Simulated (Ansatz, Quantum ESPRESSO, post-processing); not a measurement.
# Band line-up of the MgS/ZnSe(110) superlattice, 5 + 5 layers, a = 5.606 Å, part 6 of 7

Aim: valence and conduction offsets of the MgS/ZnSe(110) superlattice, 5 + 5 layers, a = 5.606 Å from the line-up of mean potentials.

Quantum ESPRESSO 7.5; plane-wave DFT, LDA, GBRV ultrasoft pseudopotentials; cross-check by Ansatz 0.2.0 with PAW datasets.

So far. Step 3 (SCF with pw.x of bulk MgS): The run needed 8 iterations to bring the estimated error under 1e-07 Ry. Step 11 (Self-consistent run of the superlattice): The run needed 26 iterations to bring the estimated error under 1e-07 Ry; the largest force on any atom, held or free, is 0.82 eV/Å.

## 13. Macroscopic average of the superlattice

ab.avg.in

```
1
ab.pot.dat
1.0
200
3
7.4909511099
```

Command:

```bash
$ OMP_NUM_THREADS=1 average.x < ab.avg.in > ab.avg.out
```

Output:

```text
[banner, memory and clock lines left out]
Program AVERAGE v.7.5 starts

          URL

     Reading header from file  ab.pot.dat
     Reading data from file  ab.pot.dat
     Output written to file avg.dat

[...]
```

Wall time 0.54 s (1 MPI rank of Arm Neoverse V2, shared host); peak memory 0.12 GiB.

This step gave:

| Item | Value |
| --- | --- |
| average.x's running mean in the MgS layers, on the run's own zero | 2.713 eV |
| slope of the running mean in the MgS layers | -1.35e-4 eV/Å |
| mean potential by an exact Fourier window in the MgS layers, on the run's own zero | 2.713 eV |
| average.x's running mean in the ZnSe layers, on the run's own zero | 1.711 eV |
| slope of the running mean in the ZnSe layers | -4.18e-4 eV/Å |
| mean potential by an exact Fourier window in the ZnSe layers, on the run's own zero | 1.711 eV |

Electrostatic potential energy of an electron; zero at the Fermi level; window 3.9640 Å. The potential energy, running mean by z:

z (Å), potential energy, running mean (eV) and a bar from the least value:
```
      0.0      -3.52 #######################
      0.5      -3.34 ############################
      1.0      -3.27 ##############################
      1.5      -3.27 ##############################
      2.0      -3.28 ##############################
      2.5      -3.28 ##############################
      3.0      -3.28 ##############################
      3.5      -3.28 ##############################
      4.0      -3.28 ##############################
      4.5      -3.28 ##############################
      5.0      -3.28 ##############################
      5.5      -3.28 ##############################
      6.0      -3.28 ##############################
      6.5      -3.27 ##############################
      7.0      -3.27 ##############################
      7.5      -3.37 ###########################
      8.0      -3.55 ######################
      8.5      -3.72 #################
      9.0      -3.77 ###############
      9.5      -3.87 ############
     10.0      -4.06 #######
     10.5      -4.23 ##
     11.0      -4.28 
     11.5      -4.28 
     12.0      -4.28 
     12.5      -4.28 
     13.0      -4.28 
     13.5      -4.29 
     14.0      -4.29 
     14.5      -4.29 
     15.0      -4.28 
     15.5      -4.28 
     16.0      -4.28 
     16.5      -4.28 
     17.0      -4.27 
     17.5      -4.15 ####
     18.0      -3.97 #########
     18.5      -3.80 ##############
     19.0      -3.76 ###############
     19.5      -3.64 ###################
```

## 14. Projected density of states

Projections on atomic orbitals tell which layers and orbitals hold the states near the zero of energy.

pdos.in

```
&projwfc
  prefix = 'ab'
  outdir = './out'
  filpdos = 'pdos'
  Emin = 2.995
  Emax = 9.995
  DeltaE = 0.05
  ngauss = 0
  degauss = 0.006
/
```

Command:

```bash
$ OMP_NUM_THREADS=1 mpirun -n 4 projwfc.x -in pdos.in > pdos.out
```

Output:

```text
[banner, memory and clock lines left out]
Program PROJWFC v.7.5 starts

          URL

     ./out/ab.save/

     IMPORTANT: XC functional enforced from input :
     Exchange-correlation= PZ
                           (   1   1   0   0   0   0   0)
     Any further DFT definition will be discarded
     Please, verify this is what you really want

     Gaussian broadening (read from input): ngauss,degauss=   0    0.006000

     Calling projwave ....
     one sub-group per band group will be used

     linear algebra parallelized on   4 procs

  Problem Sizes
  natomwfc =          130
  nx       =           65
  nbnd     =          126
  nkstot   =           20
  npwx     =         3224
  nkb      =          365

     Atomic states used for projection
     (read from pseudopotential files):

     state #   1: atom   1 (Mg ), wfc  1 (l=0 m= 1)
     state #   2: atom   1 (Mg ), wfc  2 (l=1 m= 1)
     state #   3: atom   1 (Mg ), wfc  2 (l=1 m= 2)
     state #   4: atom   1 (Mg ), wfc  2 (l=1 m= 3)
     state #   5: atom   1 (Mg ), wfc  3 (l=0 m= 1)
     state #   6: atom   2 (S  ), wfc  1 (l=0 m= 1)
     state #   7: atom   2 (S  ), wfc  2 (l=1 m= 1)
     state #   8: atom   2 (S  ), wfc  2 (l=1 m= 2)
     state #   9: atom   2 (S  ), wfc  2 (l=1 m= 3)
     state #  10: atom   3 (Mg ), wfc  1 (l=0 m= 1)
     state #  11: atom   3 (Mg ), wfc  2 (l=1 m= 1)
     state #  12: atom   3 (Mg ), wfc  2 (l=1 m= 2)
     state #  13: atom   3 (Mg ), wfc  2 (l=1 m= 3)
     state #  14: atom   3 (Mg ), wfc  3 (l=0 m= 1)
     state #  15: atom   4 (S  ), wfc  1 (l=0 m= 1)
     state #  16: atom   4 (S  ), wfc  2 (l=1 m= 1)
     state #  17: atom   4 (S  ), wfc  2 (l=1 m= 2)
     state #  18: atom   4 (S  ), wfc  2 (l=1 m= 3)
     state #  19: atom   5 (Mg ), wfc  1 (l=0 m= 1)
     state #  20: atom   5 (Mg ), wfc  2 (l=1 m= 1)
     state #  21: atom   5 (Mg ), wfc  2 (l=1 m= 2)
     state #  22: atom   5 (Mg ), wfc  2 (l=1 m= 3)
     state #  23: atom   5 (Mg ), wfc  3 (l=0 m= 1)
     state #  24: atom   6 (S  ), wfc  1 (l=0 m= 1)
     state #  25: atom   6 (S  ), wfc  2 (l=1 m= 1)
     state #  26: atom   6 (S  ), wfc  2 (l=1 m= 2)
     state #  27: atom   6 (S  ), wfc  2 (l=1 m= 3)
     state #  28: atom   7 (Mg ), wfc  1 (l=0 m= 1)
     state #  29: atom   7 (Mg ), wfc  2 (l=1 m= 1)
     state #  30: atom   7 (Mg ), wfc  2 (l=1 m= 2)
     state #  31: atom   7 (Mg ), wfc  2 (l=1 m= 3)
     state #  32: atom   7 (Mg ), wfc  3 (l=0 m= 1)
     state #  33: atom   8 (S  ), wfc  1 (l=0 m= 1)
     state #  34: atom   8 (S  ), wfc  2 (l=1 m= 1)
     state #  35: atom   8 (S  ), wfc  2 (l=1 m= 2)
     state #  36: atom   8 (S  ), wfc  2 (l=1 m= 3)
     state #  37: atom   9 (Mg ), wfc  1 (l=0 m= 1)
     state #  38: atom   9 (Mg ), wfc  2 (l=1 m= 1)
     state #  39: atom   9 (Mg ), wfc  2 (l=1 m= 2)
     state #  40: atom   9 (Mg ), wfc  2 (l=1 m= 3)
     state #  41: atom   9 (Mg ), wfc  3 (l=0 m= 1)
     state #  42: atom  10 (S  ), wfc  1 (l=0 m= 1)
     state #  43: atom  10 (S  ), wfc  2 (l=1 m= 1)
     state #  44: atom  10 (S  ), wfc  2 (l=1 m= 2)
     state #  45: atom  10 (S  ), wfc  2 (l=1 m= 3)
     state #  46: atom  11 (Zn ), wfc  1 (l=0 m= 1)
     state #  47: atom  11 (Zn ), wfc  2 (l=1 m= 1)
     state #  48: atom  11 (Zn ), wfc  2 (l=1 m= 2)
     state #  49: atom  11 (Zn ), wfc  2 (l=1 m= 3)
     state #  50: atom  11 (Zn ), wfc  3 (l=2 m= 1)
     state #  51: atom  11 (Zn ), wfc  3 (l=2 m= 2)
     state #  52: atom  11 (Zn ), wfc  3 (l=2 m= 3)
     state #  53: atom  11 (Zn ), wfc  3 (l=2 m= 4)
     state #  54: atom  11 (Zn ), wfc  3 (l=2 m= 5)
     state #  55: atom  11 (Zn ), wfc  4 (l=0 m= 1)
     state #  56: atom  11 (Zn ), wfc  5 (l=1 m= 1)
     state #  57: atom  11 (Zn ), wfc  5 (l=1 m= 2)
     state #  58: atom  11 (Zn ), wfc  5 (l=1 m= 3)
     state #  59: atom  12 (Se ), wfc  1 (l=0 m= 1)
     state #  60: atom  12 (Se ), wfc  2 (l=1 m= 1)
     state #  61: atom  12 (Se ), wfc  2 (l=1 m= 2)
     state #  62: atom  12 (Se ), wfc  2 (l=1 m= 3)
     state #  63: atom  13 (Zn ), wfc  1 (l=0 m= 1)
     state #  64: atom  13 (Zn ), wfc  2 (l=1 m= 1)
     state #  65: atom  13 (Zn ), wfc  2 (l=1 m= 2)
     state #  66: atom  13 (Zn ), wfc  2 (l=1 m= 3)
     state #  67: atom  13 (Zn ), wfc  3 (l=2 m= 1)
     state #  68: atom  13 (Zn ), wfc  3 (l=2 m= 2)
     state #  69: atom  13 (Zn ), wfc  3 (l=2 m= 3)
     state #  70: atom  13 (Zn ), wfc  3 (l=2 m= 4)
     state #  71: atom  13 (Zn ), wfc  3 (l=2 m= 5)
     state #  72: atom  13 (Zn ), wfc  4 (l=0 m= 1)
     state #  73: atom  13 (Zn ), wfc  5 (l=1 m= 1)
     state #  74: atom  13 (Zn ), wfc  5 (l=1 m= 2)
     state #  75: atom  13 (Zn ), wfc  5 (l=1 m= 3)
     state #  76: atom  14 (Se ), wfc  1 (l=0 m= 1)
     state #  77: atom  14 (Se ), wfc  2 (l=1 m= 1)
     state #  78: atom  14 (Se ), wfc  2 (l=1 m= 2)
     state #  79: atom  14 (Se ), wfc  2 (l=1 m= 3)
     state #  80: atom  15 (Zn ), wfc  1 (l=0 m= 1)
     state #  81: atom  15 (Zn ), wfc  2 (l=1 m= 1)
     state #  82: atom  15 (Zn ), wfc  2 (l=1 m= 2)
     state #  83: atom  15 (Zn ), wfc  2 (l=1 m= 3)
     state #  84: atom  15 (Zn ), wfc  3 (l=2 m= 1)
     state #  85: atom  15 (Zn ), wfc  3 (l=2 m= 2)
     state #  86: atom  15 (Zn ), wfc  3 (l=2 m= 3)
     state #  87: atom  15 (Zn ), wfc  3 (l=2 m= 4)
     state #  88: atom  15 (Zn ), wfc  3 (l=2 m= 5)
     state #  89: atom  15 (Zn ), wfc  4 (l=0 m= 1)
     state #  90: atom  15 (Zn ), wfc  5 (l=1 m= 1)
     state #  91: atom  15 (Zn ), wfc  5 (l=1 m= 2)
     state #  92: atom  15 (Zn ), wfc  5 (l=1 m= 3)
     state #  93: atom  16 (Se ), wfc  1 (l=0 m= 1)
     state #  94: atom  16 (Se ), wfc  2 (l=1 m= 1)
     state #  95: atom  16 (Se ), wfc  2 (l=1 m= 2)
     state #  96: atom  16 (Se ), wfc  2 (l=1 m= 3)
     state #  97: atom  17 (Zn ), wfc  1 (l=0 m= 1)
     state #  98: atom  17 (Zn ), wfc  2 (l=1 m= 1)
     state #  99: atom  17 (Zn ), wfc  2 (l=1 m= 2)
     state # 100: atom  17 (Zn ), wfc  2 (l=1 m= 3)
     state # 101: atom  17 (Zn ), wfc  3 (l=2 m= 1)
     state # 102: atom  17 (Zn ), wfc  3 (l=2 m= 2)
     state # 103: atom  17 (Zn ), wfc  3 (l=2 m= 3)
     state # 104: atom  17 (Zn ), wfc  3 (l=2 m= 4)
     state # 105: atom  17 (Zn ), wfc  3 (l=2 m= 5)
     state # 106: atom  17 (Zn ), wfc  4 (l=0 m= 1)
     state # 107: atom  17 (Zn ), wfc  5 (l=1 m= 1)
     state # 108: atom  17 (Zn ), wfc  5 (l=1 m= 2)
     state # 109: atom  17 (Zn ), wfc  5 (l=1 m= 3)
     state # 110: atom  18 (Se ), wfc  1 (l=0 m= 1)
     state # 111: atom  18 (Se ), wfc  2 (l=1 m= 1)
     state # 112: atom  18 (Se ), wfc  2 (l=1 m= 2)
     state # 113: atom  18 (Se ), wfc  2 (l=1 m= 3)
     state # 114: atom  19 (Zn ), wfc  1 (l=0 m= 1)
     state # 115: atom  19 (Zn ), wfc  2 (l=1 m= 1)
     state # 116: atom  19 (Zn ), wfc  2 (l=1 m= 2)
     state # 117: atom  19 (Zn ), wfc  2 (l=1 m= 3)
     state # 118: atom  19 (Zn ), wfc  3 (l=2 m= 1)
     state # 119: atom  19 (Zn ), wfc  3 (l=2 m= 2)
     state # 120: atom  19 (Zn ), wfc  3 (l=2 m= 3)
     state # 121: atom  19 (Zn ), wfc  3 (l=2 m= 4)
     state # 122: atom  19 (Zn ), wfc  3 (l=2 m= 5)
     state # 123: atom  19 (Zn ), wfc  4 (l=0 m= 1)
     state # 124: atom  19 (Zn ), wfc  5 (l=1 m= 1)
     state # 125: atom  19 (Zn ), wfc  5 (l=1 m= 2)
     state # 126: atom  19 (Zn ), wfc  5 (l=1 m= 3)
     state # 127: atom  20 (Se ), wfc  1 (l=0 m= 1)
     state # 128: atom  20 (Se ), wfc  2 (l=1 m= 1)
     state # 129: atom  20 (Se ), wfc  2 (l=1 m= 2)
     state # 130: atom  20 (Se ), wfc  2 (l=1 m= 3)

[... projections of each state ...]
Lowdin Charges:

     Atom #   1: total charge =   8.5797, s =  2.5805,
     Atom #   1: total charge =   8.5797, p =  5.9992, pz=  1.9997, px=  1.9997, py=  1.9998,
     Atom #   1: total charge =   8.5797, d =  0.0000, dz2=  0.0000, dxz=  0.0000, dyz=  0.0000, dx2-y2=  0.0000, dxy=  0.0000,
     Atom #   2: total charge =   6.9123, s =  1.7409,
     Atom #   2: total charge =   6.9123, p =  5.1715, pz=  1.6747, px=  1.7224, py=  1.7744,
     Atom #   2: total charge =   6.9123, d =  0.0000, dz2=  0.0000, dxz=  0.0000, dyz=  0.0000, dx2-y2=  0.0000, dxy=  0.0000,
     Atom #   3: total charge =   8.5974, s =  2.5979,
     Atom #   3: total charge =   8.5974, p =  5.9996, pz=  1.9998, px=  1.9998, py=  1.9999,
     Atom #   3: total charge =   8.5974, d =  0.0000, dz2=  0.0000, dxz=  0.0000, dyz=  0.0000, dx2-y2=  0.0000, dxy=  0.0000,
     Atom #   4: total charge =   7.2479, s =  1.8407,
     Atom #   4: total charge =   7.2479, p =  5.4072, pz=  1.8002, px=  1.8029, py=  1.8042,
     Atom #   4: total charge =   7.2479, d =  0.0000, dz2=  0.0000, dxz=  0.0000, dyz=  0.0000, dx2-y2=  0.0000, dxy=  0.0000,
     Atom #   5: total charge =   8.6056, s =  2.6059,
     Atom #   5: total charge =   8.6056, p =  5.9996, pz=  1.9999, px=  1.9999, py=  1.9999,
     Atom #   5: total charge =   8.6056, d =  0.0000, dz2=  0.0000, dxz=  0.0000, dyz=  0.0000, dx2-y2=  0.0000, dxy=  0.0000,
     Atom #   6: total charge =   7.2567, s =  1.8415,
     Atom #   6: total charge =   7.2567, p =  5.4152, pz=  1.8044, px=  1.8047, py=  1.8062,
     Atom #   6: total charge =   7.2567, d =  0.0000, dz2=  0.0000, dxz=  0.0000, dyz=  0.0000, dx2-y2=  0.0000, dxy=  0.0000,
     Atom #   7: total charge =   8.5974, s =  2.5979,
     Atom #   7: total charge =   8.5974, p =  5.9996, pz=  1.9998, px=  1.9998, py=  1.9999,
     Atom #   7: total charge =   8.5974, d =  0.0000, dz2=  0.0000, dxz=  0.0000, dyz=  0.0000, dx2-y2=  0.0000, dxy=  0.0000,
     Atom #   8: total charge =   7.2479, s =  1.8406,
     Atom #   8: total charge =   7.2479, p =  5.4072, pz=  1.8002, px=  1.8029, py=  1.8042,
     Atom #   8: total charge =   7.2479, d =  0.0000, dz2=  0.0000, dxz=  0.0000, dyz=  0.0000, dx2-y2=  0.0000, dxy=  0.0000,
     Atom #   9: total charge =   8.5797, s =  2.5804,
     Atom #   9: total charge =   8.5797, p =  5.9992, pz=  1.9997, px=  1.9997, py=  1.9998,
     Atom #   9: total charge =   8.5797, d =  0.0000, dz2=  0.0000, dxz=  0.0000, dyz=  0.0000, dx2-y2=  0.0000, dxy=  0.0000,
     Atom #  10: total charge =   6.9123, s =  1.7409,
     Atom #  10: total charge =   6.9123, p =  5.1715, pz=  1.6747, px=  1.7224, py=  1.7744,
     Atom #  10: total charge =   6.9123, d =  0.0000, dz2=  0.0000, dxz=  0.0000, dyz=  0.0000, dx2-y2=  0.0000, dxy=  0.0000,
     Atom #  11: total charge =  20.1419, s =  2.7945,
     Atom #  11: total charge =  20.1419, p =  7.3735, pz=  2.4616, px=  2.4617, py=  2.4502,
     Atom #  11: total charge =  20.1419, d =  9.9740, dz2=  1.9943, dxz=  1.9933, dyz=  1.9975, dx2-y2=  1.9960, dxy=  1.9929,
     Atom #  12: total charge =   6.1989, s =  1.5842,
     Atom #  12: total charge =   6.1989, p =  4.6146, pz=  1.6046, px=  1.5356, py=  1.4744,
     Atom #  12: total charge =   6.1989, d =  0.0000, dz2=  0.0000, dxz=  0.0000, dyz=  0.0000, dx2-y2=  0.0000, dxy=  0.0000,
     Atom #  13: total charge =  20.1042, s =  2.7888,
     Atom #  13: total charge =  20.1042, p =  7.3437, pz=  2.4569, px=  2.4409, py=  2.4459,
     Atom #  13: total charge =  20.1042, d =  9.9718, dz2=  1.9937, dxz=  1.9927, dyz=  1.9969, dx2-y2=  1.9959, dxy=  1.9925,
     Atom #  14: total charge =   5.8890, s =  1.5271,
     Atom #  14: total charge =   5.8890, p =  4.3619, pz=  1.4554, px=  1.4540, py=  1.4525,
     Atom #  14: total charge =   5.8890, d =  0.0000, dz2=  0.0000, dxz=  0.0000, dyz=  0.0000, dx2-y2=  0.0000, dxy=  0.0000,
     Atom #  15: total charge =  20.0905, s =  2.7878,
     Atom #  15: total charge =  20.0905, p =  7.3314, pz=  2.4439, px=  2.4434, py=  2.4441,
     Atom #  15: total charge =  20.0905, d =  9.9713, dz2=  1.9936, dxz=  1.9926, dyz=  1.9968, dx2-y2=  1.9958, dxy=  1.9925,
     Atom #  16: total charge =   5.8830, s =  1.5256,
     Atom #  16: total charge =   5.8830, p =  4.3574, pz=  1.4550, px=  1.4514, py=  1.4510,
     Atom #  16: total charge =   5.8830, d =  0.0000, dz2=  0.0000, dxz=  0.0000, dyz=  0.0000, dx2-y2=  0.0000, dxy=  0.0000,
     Atom #  17: total charge =  20.1042, s =  2.7888,
     Atom #  17: total charge =  20.1042, p =  7.3437, pz=  2.4569, px=  2.4409, py=  2.4459,
     Atom #  17: total charge =  20.1042, d =  9.9718, dz2=  1.9937, dxz=  1.9927, dyz=  1.9969, dx2-y2=  1.9959, dxy=  1.9925,
     Atom #  18: total charge =   5.8889, s =  1.5271,
     Atom #  18: total charge =   5.8889, p =  4.3619, pz=  1.4554, px=  1.4540, py=  1.4525,
     Atom #  18: total charge =   5.8889, d =  0.0000, dz2=  0.0000, dxz=  0.0000, dyz=  0.0000, dx2-y2=  0.0000, dxy=  0.0000,
     Atom #  19: total charge =  20.1419, s =  2.7945,
     Atom #  19: total charge =  20.1419, p =  7.3734, pz=  2.4616, px=  2.4617, py=  2.4502,
     Atom #  19: total charge =  20.1419, d =  9.9740, dz2=  1.9943, dxz=  1.9933, dyz=  1.9975, dx2-y2=  1.9960, dxy=  1.9929,
     Atom #  20: total charge =   6.1989, s =  1.5842,
     Atom #  20: total charge =   6.1989, p =  4.6146, pz=  1.6046, px=  1.5356, py=  1.4744,
     Atom #  20: total charge =   6.1989, d =  0.0000, dz2=  0.0000, dxz=  0.0000, dyz=  0.0000, dx2-y2=  0.0000, dxy=  0.0000,
     Spilling Parameter:   0.0039
```

The job ended after 6 s (4 MPI ranks; peak memory 0.38 GiB; 24 s of CPU time).

Numbers from this step:

- spilling of the projection: 0.0039

The density of states has structure finer than the step of the table below, so its rows give means over 0.25 eV, whole bins alone (the curve runs from -3.00 to 3.90 eV). Peaks (eV: height): -2.800: 27.9, -2.250: 25.4, 2.600: 11.8, 3.200: 15.7.

Gaussian width 0.006 Ry; cut where the computed bands begin to run out. Density of states against energy, zero at the Fermi level; means over each step:

energy (eV), density of states (states/eV a cell) and a bar:
```
    -2.75       25.0 ##############################
    -2.50       21.4 ##########################
    -2.25       22.6 ###########################
    -2.00       15.5 ###################
    -1.75       13.4 ################
    -1.50        6.6 ########
    -1.25        4.6 ######
    -1.00        1.6 ##
    -0.75        0.2 
    -0.50        0.0 
    -0.25        0.0 
     0.00        0.0 
     0.25        0.0 
     0.50        0.0 
     0.75        0.1 
     1.00        0.1 
     1.25        0.0 
     1.50        0.5 #
     1.75        0.6 #
     2.00        2.1 ###
     2.25        5.0 ######
     2.50        8.7 ##########
     2.75        7.8 #########
     3.00       11.6 ##############
     3.25       13.8 #################
     3.50       12.8 ###############
     3.75       12.0 ##############
```

Projected DOS an atom over height of the atomic layer and energy from the Fermi level. Columns are the atomic layers from the bottom up.

Values in states/eV, 22 rows by 10 columns, each cell a mean:
```
0.24 0.27 0.29 0.27 0.24 0.51 0.46 0.45 0.46 0.51
0.20 0.25 0.24 0.25 0.20 0.58 0.63 0.64 0.63 0.58
0.17 0.12 0.16 0.12 0.17 0.89 0.78 0.68 0.78 0.89
0.11 0.09 0.11 0.09 0.11 0.58 0.56 0.51 0.56 0.58
0.12 0.06 0.06 0.06 0.12 0.62 0.59 0.57 0.59 0.62
0.06 0.03 0.02 0.03 0.06 0.31 0.25 0.27 0.25 0.31
0.02 0.01 0.01 0.01 0.02 0.09 0.08 0.09 0.08 0.09
0.02 0.01 0.01 0.01 0.02 0.03 0.04 0.04 0.04 0.03
0.00 0.00 0.00 0.00 0.00 0.00 0.00 0.00 0.00 0.00
0.00 0.00 0.00 0.00 0.00 0.01 0.01 0.01 0.01 0.01
0.00 0.00 0.00 0.00 0.00 0.00 0.00 0.00 0.00 0.00
0.00 0.00 0.00 0.00 0.00 0.00 0.00 0.00 0.00 0.00
0.00 0.00 0.00 0.00 0.00 0.00 0.00 0.00 0.00 0.00
0.00 0.00 0.00 0.00 0.00 0.00 0.00 0.00 0.00 0.00
0.00 0.00 0.00 0.00 0.00 0.00 0.01 0.01 0.01 0.00
0.02 0.01 0.00 0.01 0.02 0.08 0.14 0.16 0.14 0.08
0.11 0.04 0.03 0.04 0.11 0.33 0.46 0.49 0.46 0.33
0.29 0.12 0.09 0.12 0.29 0.69 0.72 0.78 0.72 0.69
0.72 0.54 0.53 0.54 0.72 0.93 0.81 0.74 0.81 0.93
1.17 1.33 1.38 1.33 1.17 0.95 0.88 0.81 0.88 0.95
1.17 1.38 1.40 1.38 1.17 0.88 0.77 0.80 0.77 0.88
1.24 1.42 1.40 1.42 1.24 1.06 0.94 0.95 0.94 1.06
```
Columns: height of the atomic layer (Å) from 0 to 17.8; rows upwards: energy from the Fermi level (eV) from -3.00 to 3.90.

Löwdin valence electrons by atom:

```
atom  Löwdin valence electrons (e)
 Mg1                           8.6
  S2                           6.9
 Mg3                           8.6
  S4                           7.2
 Mg5                           8.6
  S6                           7.3
 Mg7                           8.6
  S8                           7.2
 Mg9                           8.6
 S10                           6.9
Zn11                          20.1
Se12                           6.2
Zn13                          20.1
Se14                           5.9
Zn15                          20.1
Se16                           5.9
Zn17                          20.1
Se18                           5.9
Zn19                          20.1
Se20                           6.2
```

The atomic orbitals miss 0.4 % of the occupied states; for empty states the projections can miss much more.

## 15. The line-up

Each edge is taken over its own crystal's mean potential and then placed on the mean potential of those layers in the superlattice:

```
crystal  valence top − mean (eV)  conduction bottom − mean (eV)  mean in the superlattice (eV)
    MgS                    1.492                          4.822                          2.713
   ZnSe                    3.595                          4.751                          1.711
```

Valence offset = (3.595 + 1.711) − (1.492 + 2.713) = 1.101 eV; conduction offset = -1.074 eV.

(Continued in part 7 of 7.)

[Logs are printed without paths, hosts, clocks, repeated set-up lines and the standing remarks that a program may print on its own settings, such as how far it seeks lower states.]

[Hosts, paths, dates, database ids (printed as entryN), source tags and the programs' standing remarks are cut or masked in the printed files.]

[Maps of the electrostatic potential energy from Ansatz leave out the sawtooth potential of an applied field or a dipole correction, so their vacuum need not be flat; planar profiles and work functions include it.]
